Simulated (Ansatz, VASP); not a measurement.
**Cu in VASP and in Ansatz**

```
CELL_PARAMETERS angstrom
0.00000 1.81490 1.81490
1.81490 0.00000 1.81490
1.81490 1.81490 0.00000
ATOMIC_POSITIONS crystal
Cu 0.00000 0.00000 0.00000
```

Alike in both runs: functional PBE; k mesh 20 × 20 × 20; occupations gaussian, width 0.1 eV; no spin polarisation.

Ansatz relaxed the structure, and its values are those at the end. VASP's run is a single point on that final structure, the one shown.

|  | VASP | Ansatz |
| --- | --- | --- |
| version | VASP 6.6.1 | Ansatz 0.2.0 |
| potentials or method | VASP PAW PBE potentials, release 64 (Cu) | scalar-relativistic, plane waves, PAW |
| plane-wave cutoff (eV) | 520 | 420 |
| valence electrons in the cell | 11 | 19 |

Ansatz gave:

| Property | Result |
| --- | --- |
| gap on the k mesh at the Fermi level (eV) | none |
| pressure (GPa) | 0.0 |

Problem. What did VASP give for the same quantities?

Solution. gap on the k mesh at the Fermi level (eV): none; pressure (GPa): 0.5.

A gap of «none» marks a metal or a gap that the smearing closes. The two sets of potentials don't hold the same shells in valence.
